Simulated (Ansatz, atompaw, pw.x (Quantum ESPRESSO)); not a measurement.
# Which C potential is closest to all-electron in the fcc crystal?

All use PBE, scalar-relativistic, no spin, cutoffs from each file’s atomic test, pw.x 7.5; 18³ k-points, Fermi–Dirac smearing 0.01 Ry. Δ is the rms difference from all-electron LAPW of the E(V) curves that follow from fits to the pressures, over ±6 % in volume. Mesh and smearing are coarse and serve the comparison alone. The files are a selection: those with a ghost or negative overlap were mostly not run, and those with noisy or unconverged pressures or nearly equal Δ are left out.

All-electron: a0 = 3.083 Å (V0 = 7.33 Å³/atom), B0 = 151.8 GPa.

(1) Rank them by Δ, smallest first.
A. PAW, atompaw 4.2.0.5, PBE; core [He], reference 2s2 2p2; waves: 2s (bound): rc 2.10 bohr; 2s channel at -0.35 Ry: rc 2.10 bohr; 2p (bound): rc 2.10 bohr; 2p channel at 0.15 Ry: rc 2.10 bohr; 3d channel at 0.4 Ry: rc 1.75 bohr; local part: bessel scheme, radius 2.05 bohr; core correction: smooth core density matched at 1.20 bohr; augmentation: besselshape compensation charge, radius 1.90 bohr; PAW radius 2.10 bohr; waves and projectors: custom polynom vanderbiltortho.
B. PAW, atompaw 4.2.0.5, PBE; core [He], reference 2s2 2p2; waves: 2s (bound); 2s channel at -0.65 Ry; 2p (bound); 2p channel at 0.8 Ry; 3d channel at 0.05 Ry; local part: ultrasoft scheme with l = 3 at 0 Ry, radius 2.00 bohr; core correction: smooth core density matched at 2.00 bohr; augmentation: sinc compensation charge, radius 2.75 bohr; PAW radius 2.80 bohr; waves and projectors: bloechl.
C. PAW, atompaw 4.2.0.5, PBE; core [He], reference 2s1 2p3; waves: 2s (bound): rc 2.40 bohr; 2s channel at -0.3 Ry: rc 1.20 bohr; 2p (bound): rc 2.40 bohr; 2p channel at 0.2 Ry: rc 2.40 bohr; 3d channel at 0.35 Ry: rc 2.30 bohr; 3d channel at 1.25 Ry: rc 2.40 bohr; local part: bessel scheme, radius 2.25 bohr; core correction: smooth core density matched at 1.60 bohr; augmentation: besselshape compensation charge, radius 2.30 bohr; PAW radius 2.40 bohr; waves and projectors: custom rrkj vanderbiltortho.

Results:

(1) B (2.8 meV/atom), A (4.7 meV/atom), C (6.6 meV/atom).
